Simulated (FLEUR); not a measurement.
Br:

```
Br
1.0
     3.36325   -2.32255    0.00000
     3.36325    2.32255    0.00000
     0.00000    0.00000    8.70230
Br
4
Direct
  0.36510 0.63490 0.39010
  0.13490 0.86510 0.89010
  0.63490 0.36510 0.60990
  0.86510 0.13490 0.10990
```

Base run:

```yaml
Program: FLEUR MaX-R8.1 (later development tree)
Functional: LDA
Potentials_or_basis: all-electron
Basis: FLAPW
Kmax: 4.9 1/bohr
k_mesh: 7 × 7 × 3
Occupations: fermi-dirac, width 0.05 eV
Spin: no spin polarisation
```

Its results: band gap on the k mesh 1.75 eV, indirect (least direct gap 1.77 eV).

Question: The run is repeated on the same cell with these changes: functional from LDA to PBEsol. What comes out?

Answer: Band gap on the k mesh 1.84 eV, indirect (least direct gap 1.85 eV).

A k mesh can miss the band edges.

Not every run made on this cell is shown here.
